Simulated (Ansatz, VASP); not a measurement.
## One calculation of BaTe, two programs

```
Ba Te
1.0
     4.80679    0.00000    0.00000
    -2.40340    4.16280    0.00000
     0.00000    0.00000    4.40909
Ba Te
1 1
Direct
  0.33333 0.66667 0.50000
  0.00000 0.00000 0.00000
```

Change from the starting cell: species swapped into the LuTe type (P-6m2, No. 187).

Alike in both runs: functional PBE; k mesh 9 × 9 × 6; occupations gaussian, width 0.02 eV; no spin polarisation.

Ansatz relaxed the structure, and its values are those at the end. VASP's run is a single point on that final structure, the one shown.

```csv
,VASP,Ansatz
version,VASP 6.6.1,Ansatz 0.2.0
potentials or method,"VASP PAW PBE potentials, release 64 (Ba_sv, Te)","scalar-relativistic, plane waves, PAW"
plane-wave cutoff (eV),520,420
valence electrons in the cell,16,26
```

VASP gave:

| Property | Result |
| --- | --- |
| gap on the k mesh at the Fermi level (eV) | 1.47 |
| least direct gap on the mesh (eV) | 1.47 |
| pressure (GPa) | 0.4 |

Estimate Ansatz's values.

gap on the k mesh at the Fermi level (eV): 1.52; least direct gap on the mesh (eV): 1.52; pressure (GPa): 0.0.

The two sets of potentials don't hold the same shells in valence.

Caveats: spin-orbit coupling is left out, which moves the levels of the heavy elements; an odd mesh through Γ misses points on the zone boundary, where band edges often lie.
